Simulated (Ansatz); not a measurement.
L1₀ (CuAu-type) CoPt was calculated with PBEsol-D3(BJ) (PAW; Ansatz, a first-principles code).

Run with plane-wave cutoff 520 eV, 20×20×16 k mesh (along the axes of the cell as run), Fermi–Dirac smearing 0.05 eV, spin-polarised with parallel moments, scalar-relativistic PAW data made under PBE.

A third-order Birch–Murnaghan fit to the energies gives V0 = 12.594 Å³/atom, B0 = 272 GPa, B′ = 5.0.

| V (Å³/atom) | P (GPa) |
|---|---|
| 12.091 | ? |
| 12.343 | ? |
| 12.595 | -0.01 |
| 12.846 | ? |
| 13.098 | ? |

### Question
Estimate the withheld pressures from this fit; the answers are the runs' own values.

### Answer

- 12.091, P (GPa): 12.26
- 12.343, P (GPa): 5.76
- 12.846, P (GPa): -5.13
- 13.098, P (GPa): -9.67

The formula P = (3/2) B0 (x^(7/3) − x^(5/3)) [1 + (3/4)(B′ − 4)(x^(2/3) − 1)] with x = V0/V meets the computed pressures within 0.02 GPa when these rounded values are put in.

Shape and atoms are relaxed at each volume.

Note: the bulk modulus comes from volumes at which shape and atoms were relaxed.

Spin–orbit coupling is not included.

The computed numbers hold no vibrational or temperature effects.

Cost on a shared machine: around 9 core-minutes (rough).
